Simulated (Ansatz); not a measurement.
Runs of Ansatz 0.2.0 on Y. It takes space group P6_3/mmc (No. 194, hexagonal). The conventional cell has a = 3.647 Å, b = 3.647 Å, c = 5.731 Å, α = 90.00°, β = 90.00°, γ = 120.00°. Y (site symmetry -6m2) has 12 Y at 3.56 to 3.65 Å as nearest neighbours. 

```csv
level,potentials or basis,cutoff (eV),basis error allowed,pressure (GPa)
PBEsol,"all-electron LAPW, non-relativistic",134,0.001 eV/atom,(a)
PBEsol,"all-electron LAPW, inner shells corrected to Dirac's equation",133,0.001 eV/atom,-2.0
PBE,"all-electron LAPW, scalar-relativistic",133,0.001 eV/atom,-0.1
LDA,"all-electron LAPW, scalar-relativistic",133,0.001 eV/atom,-3.8
PBEsol,all-electron PAW datasets made for the crystal,200,-,-2.0
```

Alike in all rows: task band structure; no spin polarisation; cell as given; k mesh 8 × 8 × 5; smearing fermi-dirac 0.05 eV.

**Question.** Estimate the missing entries.

**Answer.** (a) -2.1.

Caveats: relativity is left out, which matters for the heavier elements (some runs).

Not every run made on this cell is shown here.
